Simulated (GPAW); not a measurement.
The system is C.

```
C
1.0
     0.00000    1.78337    1.78337
     1.78337    0.00000    1.78337
     1.78337    1.78337    0.00000
C
2
Cartesian
  2.6751 2.6751 2.6751
  1.7834 1.7834 1.7834
```

This isn't the form of C at room conditions, which is graphite.

| Quantity | Value |
| --- | --- |
| Program | GPAW 26.7.0 |
| Task | single point |
| Functional | PBEsol |
| Potentials or basis | PAW data sets generated in the run's folder for this functional |
| Cutoff | 800 eV |
| Basis | pw |
| k mesh | 13 × 13 × 13 |
| Occupations | fermi-dirac, width 0.05 eV |
| Spin | no spin polarisation |

On this cell: pressure -5.2 GPa; largest force zero by symmetry; band gap on the k mesh 4.01 eV, indirect (least direct gap 5.54 eV).

The same run follows on a disturbed copy (atoms moved at random, drawn with an rms of 0.05 Å):

```xyz
2
Lattice="0.0000 1.7834 1.7834 1.7834 0.0000 1.7834 1.7834 1.7834 0.0000" Properties=species:S:1:pos:R:3 pbc="T T T"
C     2.6879    2.6785    2.6766
C     1.7695    1.7528    1.7618
```

Question: What does the disturbed cell give?

Answer: The energy moves by +20.9 meV/atom; pressure -4.4 GPa; largest force 1.654 eV/Å; band gap on the k mesh 3.11 eV, indirect (least direct gap 3.94 eV).

Forces on the atoms (eV/Å):
```
C   -0.894 -1.177 -0.743
C    0.894  1.177  0.743
```

Stress tensor (GPa, compression positive):
```
-4.36 -0.46 -1.17
-0.46 -4.47 -0.72
-1.17 -0.72 -4.31
```

Caveats: an odd mesh through Γ misses points on the zone boundary, where band edges often lie.
